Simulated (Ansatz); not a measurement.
A surface is cut from this relaxed crystal of TaC:

```cif
data_structure
_symmetry_space_group_name_H-M 'Fm-3m'
_symmetry_Int_Tables_number 225
_cell_length_a 4.4753
_cell_length_b 4.4753
_cell_length_c 4.4753
_cell_angle_alpha 90.000
_cell_angle_beta 90.000
_cell_angle_gamma 90.000
_cell_volume 89.63
loop_
_atom_site_label
_atom_site_type_symbol
_atom_site_symmetry_multiplicity
_atom_site_Wyckoff_symbol
_atom_site_fract_x
_atom_site_fract_y
_atom_site_fract_z
_atom_site_occupancy
Ta1 Ta 4 a 0.00000 0.00000 0.00000 1
C1 C 4 b 0.50000 0.00000 0.00000 1
```

Miller indices refer to the conventional cell of Fm-3m (No. 225), a = 4.475 Å, b = 4.475 Å, c = 4.475 Å, α = 90.00°, β = 90.00°, γ = 90.00°.

Consider the (100) slab of 5 planes, 9.0 Å thick with 15 Å of vacuum as cut; outer planes TaC (top) and TaC (bottom), all atoms relaxed.

All numbers below come from Ansatz 0.2.0, DFT PBE, scalar-relativistic, plane waves, PAW. Plane waves to 420 eV, a k mesh through Γ of 11×11×1 on the computed 10-atom cell and Gaussian smearing (0.10 eV); no spin polarisation. The cell repeats along c with a dipole correction in the vacuum.

(1) Predict the surface energy (mean of both faces).

(2) Estimate the work function.

(3) The top two planes lie 2.238 Å apart in the bulk. How does relaxation change this?

Spin-orbit coupling is left out, which matters for the bands of heavy elements.

Answers

(1) 1.56 J/m².

(2) 3.63 eV.

(3) The spacing becomes 2.214 Å (-1.0 %), and the top plane rumples by 0.204 Å.